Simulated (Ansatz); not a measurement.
# SrO: band gap under strain

How does strain move the band edges of SrO built on the rocksalt prototype, and do the functionals agree on it? States: -3.1 % equal strain in all directions; +5.8 % biaxial strain in x and y, z held; -0.8 % biaxial strain in x and y, free along z.

Code: Ansatz 0.2.0. PAW datasets, plane waves. The values are computed, spin-unpolarised, and not measurements.

### Step 1. The system as given

The unstrained cell was relaxed with r2SCAN; in each strained cell the atoms were relaxed again with r2SCAN. Names of k-points are those of the unstrained zone, where strain can split equivalent points. First state: -3.1 % equal strain in all directions.

Space group Fm-3m (No. 225), cubic; a = 4.998 Å in the conventional setting, 15.60 Å³ an atom. Sr has 6 O at 2.50 Å; O has 6 Sr at 2.50 Å.

Structure file:

```cif
data_structure
_symmetry_space_group_name_H-M 'P 1'
_symmetry_Int_Tables_number 1
_cell_length_a 3.5340
_cell_length_b 3.5340
_cell_length_c 3.5340
_cell_angle_alpha 60.000
_cell_angle_beta 60.000
_cell_angle_gamma 60.000
_cell_volume 31.21
loop_
_atom_site_label
_atom_site_type_symbol
_atom_site_fract_x
_atom_site_fract_y
_atom_site_fract_z
_atom_site_occupancy
Sr1 Sr 0.00000 0.00000 0.00000 1
O1 O 0.50000 0.50000 0.50000 1
```

### Step 2. -3.1 % equal strain in all directions: PBE

Contents of input.yaml:

```yaml
crystal:
  lattice:
    - [0.0, 2.4988837081, 2.4988837081]
    - [2.4988837081, 0.0, 2.4988837081]
    - [2.4988837081, 2.4988837081, 0.0]
  atoms:
    - { symbol: Sr, position: [0.0, 0.0, 0.0] }
    - { symbol: O, position: [0.5, 0.5, 0.5] }
kpoints:
  mp_grid: { grid: [8, 8, 8] }
  band_path:
    path:
      - [0.0, 0.0, 0.0]
      - [0.5, 0.0, 0.5]
      - [0.625, 0.25, 0.625]
      - [0.375, 0.375, 0.75]
      - [0.5, 0.5, 0.5]
      - [0.5, 0.25, 0.75]
      - [0.0, 0.5, 0.5]
    npoints: 1
hamiltonian:
  xc: pbe
scf:
  occupations: { method: fermi_dirac, width: 0.02 }
  n_extra_bands: 4
output:
  forces: true
  stress: true
  eigenvalues: true
  write_density: true
  write_potential: true
  elf: true
  volumetric_format: npy
```

The run is started by

```sh
ansatz run input.yaml --threads 4 --pin off --max-ram 3686MiB --backend cpu --events-out ev --progress --plain --runs-dir out
```

After this run come: -3.1 % equal strain in all directions: r2SCAN; -3.1 % equal strain in all directions: HSE06; +5.8 % biaxial strain in x and y, z held: PBE; +5.8 % biaxial strain in x and y, z held: r2SCAN; +5.8 % biaxial strain in x and y, z held: HSE06; -0.8 % biaxial strain in x and y, free along z: PBE; -0.8 % biaxial strain in x and y, free along z: r2SCAN; -0.8 % biaxial strain in x and y, free along z: HSE06.

Before running it: what results should come out?

**Answer**, as computed:

Least gap in eV (negative: overlap):

```
                                         state   PBE  r2SCAN  HSE06
         -3.1 % equal strain in all directions  3.26    3.74   4.76
      +5.8 % biaxial strain in x and y, z held  3.05    3.59   4.48
-0.8 % biaxial strain in x and y, free along z  3.28    3.76      –
```

In words: Where both were run, the HSE06 gap lies +1.43 to +1.51 eV from PBE's, each on its own k points. In PBE the gap is least under +5.8 % biaxial strain in x and y, z held (3.05 eV) and largest under -0.8 % biaxial strain in x and y, free along z (3.28 eV).
